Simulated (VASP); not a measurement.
Crystal: PbO2.

```xyz
6
Lattice="4.9950 0.0000 0.0000 0.0000 4.9950 0.0000 0.0000 0.0000 3.4090" Properties=species:S:1:pos:R:3 pbc="T T T"
Pb    2.4975    2.4975    1.7045
Pb    0.0000    0.0000    0.0000
O     3.4594    3.4594    0.0000
O     4.0331    0.9619    1.7045
O     0.9619    4.0331    1.7045
O     1.5356    1.5356    0.0000
```

The cell is a database's computed one.

Base run:

* Program: VASP 6.6.1
* Functional: HSE03
* Potentials or basis: VASP PAW PBE potentials, release 64 (Pb_d, O)
* Cutoff: 520 eV
* k mesh: 4 × 4 × 6
* Occupations: gaussian, width 0.02 eV
* Spin: no spin polarisation

Its results: pressure -2.7 GPa; largest force 0.037 eV/Å.

Problem. The run is repeated on the same cell with these changes: functional from HSE03 to HSE06. What comes out?

Solution. Pressure -3.3 GPa; largest force 0.047 eV/Å.

Caveats: the PAW data sets were made with another functional, which shifts forces and pressure a little.
